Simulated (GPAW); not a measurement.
Here is a GPAW 26.7.0 calculation.

File run.py:

```python
import spglib
from ase import Atoms
from ase.calculators.mixing import SumCalculator
from ase.eos import EquationOfState
from ase.io import Trajectory, read
from ase.units import GPa
from dftd4.ase import DFTD4
from gpaw import GPAW, PW

atoms = read('CdTe.cif')
cell, positions, numbers = spglib.find_primitive(
    (atoms.cell[:], atoms.get_scaled_positions(), atoms.numbers), symprec=1e-4)
atoms = Atoms(numbers, cell=cell, scaled_positions=positions, pbc=True)

traj = Trajectory('eos.traj', 'w')
volumes, energies = [], []
for x in [0.94, 0.96, 0.98, 1.0, 1.02, 1.04, 1.06]:
    a = atoms.copy()
    a.set_cell(atoms.cell * x**(1 / 3), scale_atoms=True)
    calc = GPAW(mode=PW(600),
                xc='RPBE',
                kpts={'size': (6, 6, 6), 'gamma': True},
                occupations={'name': 'fermi-dirac', 'width': 0.05},
                nbands=18,
                convergence={'density': 1e-05, 'energy': 1e-05},
                maxiter=150,
                txt=f'eos-{x:.2f}.txt')
    a.calc = SumCalculator([calc, DFTD4(method='rpbe')])
    energies.append(a.get_potential_energy())
    volumes.append(a.get_volume())
    p = -a.get_stress()[:3].mean() / GPa
    calc.write(f'eos-{x:.2f}.gpw')
    traj.write(a)
    print(f'{x:.2f} {volumes[-1]:10.4f} A^3 {energies[-1]:14.6f} eV {p:9.3f} GPa', flush=True)

v0, e0, B = EquationOfState(volumes, energies, eos='birchmurnaghan').fit()
print(f'V0 = {v0:.4f} A^3, E0 = {e0:.6f} eV, B0 = {B / GPa:.2f} GPa')
```

CdTe.cif

```cif
data_CdTe
_cell_length_a 6.41000000
_cell_length_b 6.41000000
_cell_length_c 6.41000000
_cell_angle_alpha 90.00000000
_cell_angle_beta 90.00000000
_cell_angle_gamma 90.00000000
_space_group_name_H-M_alt 'F-43m'
_space_group_name_Hall 'F -4 2 3'
_space_group_IT_number 216
loop_
_space_group_symop_operation_xyz
'x,y,z'
'y,-x,-z'
'-x,-y,z'
'-y,x,-z'
'x,-y,-z'
'y,x,z'
'-x,y,-z'
'-y,-x,z'
'z,x,y'
'-z,y,-x'
'z,-x,-y'
'-z,-y,x'
'-z,x,-y'
'z,y,x'
'-z,-x,y'
'z,-y,-x'
'y,z,x'
'-x,-z,y'
'-y,z,-x'
'x,-z,-y'
'-y,-z,x'
'x,z,y'
'y,-z,-x'
'-x,z,-y'
'x,y+1/2,z+1/2'
'y,-x+1/2,-z+1/2'
'-x,-y+1/2,z+1/2'
'-y,x+1/2,-z+1/2'
'x,-y+1/2,-z+1/2'
'y,x+1/2,z+1/2'
'-x,y+1/2,-z+1/2'
'-y,-x+1/2,z+1/2'
'z,x+1/2,y+1/2'
'-z,y+1/2,-x+1/2'
'z,-x+1/2,-y+1/2'
'-z,-y+1/2,x+1/2'
'-z,x+1/2,-y+1/2'
'z,y+1/2,x+1/2'
'-z,-x+1/2,y+1/2'
'z,-y+1/2,-x+1/2'
'y,z+1/2,x+1/2'
'-x,-z+1/2,y+1/2'
'-y,z+1/2,-x+1/2'
'x,-z+1/2,-y+1/2'
'-y,-z+1/2,x+1/2'
'x,z+1/2,y+1/2'
'y,-z+1/2,-x+1/2'
'-x,z+1/2,-y+1/2'
'x+1/2,y,z+1/2'
'y+1/2,-x,-z+1/2'
'-x+1/2,-y,z+1/2'
'-y+1/2,x,-z+1/2'
'x+1/2,-y,-z+1/2'
'y+1/2,x,z+1/2'
'-x+1/2,y,-z+1/2'
'-y+1/2,-x,z+1/2'
'z+1/2,x,y+1/2'
'-z+1/2,y,-x+1/2'
'z+1/2,-x,-y+1/2'
'-z+1/2,-y,x+1/2'
'-z+1/2,x,-y+1/2'
'z+1/2,y,x+1/2'
'-z+1/2,-x,y+1/2'
'z+1/2,-y,-x+1/2'
'y+1/2,z,x+1/2'
'-x+1/2,-z,y+1/2'
'-y+1/2,z,-x+1/2'
'x+1/2,-z,-y+1/2'
'-y+1/2,-z,x+1/2'
'x+1/2,z,y+1/2'
'y+1/2,-z,-x+1/2'
'-x+1/2,z,-y+1/2'
'x+1/2,y+1/2,z'
'y+1/2,-x+1/2,-z'
'-x+1/2,-y+1/2,z'
'-y+1/2,x+1/2,-z'
'x+1/2,-y+1/2,-z'
'y+1/2,x+1/2,z'
'-x+1/2,y+1/2,-z'
'-y+1/2,-x+1/2,z'
'z+1/2,x+1/2,y'
'-z+1/2,y+1/2,-x'
'z+1/2,-x+1/2,-y'
'-z+1/2,-y+1/2,x'
'-z+1/2,x+1/2,-y'
'z+1/2,y+1/2,x'
'-z+1/2,-x+1/2,y'
'z+1/2,-y+1/2,-x'
'y+1/2,z+1/2,x'
'-x+1/2,-z+1/2,y'
'-y+1/2,z+1/2,-x'
'x+1/2,-z+1/2,-y'
'-y+1/2,-z+1/2,x'
'x+1/2,z+1/2,y'
'y+1/2,-z+1/2,-x'
'-x+1/2,z+1/2,-y'
loop_
_atom_site_label
_atom_site_type_symbol
_atom_site_symmetry_multiplicity
_atom_site_Wyckoff_symbol
_atom_site_fract_x
_atom_site_fract_y
_atom_site_fract_z
_atom_site_occupancy
Te1 Te 4 c 0.2500000000 0.2500000000 0.2500000000 1
Cd1 Cd 4 a 0.0000000000 0.0000000000 0.0000000000 1
```

Potentials or basis: the program's PAW data sets (release 1.2.1) made for this functional, pw.

The run is started by

```sh
$ OMP_NUM_THREADS=1 python run.py
```

(1) Estimate the equilibrium volume.

(2) Estimate the bulk modulus.

Results:

(1) 34.30 Å³/atom.

(2) 39 GPa.

**The experiment to reproduce.**

“Multiscale insight into the Cd1-xZnxTe vibrational-mechanical properties -- High-pressure experiments and ab initio calculations”, 2023, arxiv:2306.14539 quotes, for a powder of CdTe: bulk modulus 42 ± 2 GPa.

Measured bulk modulus of CdTe: 42 GPa (powder; quoted in “Multiscale insight into the Cd1-xZnxTe vibrational-mechanical properties -- High-pressure experiments and ab initio calculations”, 2023, arxiv:2306.14539). This calculation gives 39 GPa (-7.7 %). The fit is for a static lattice scaled at fixed shape and fixed fractional positions.
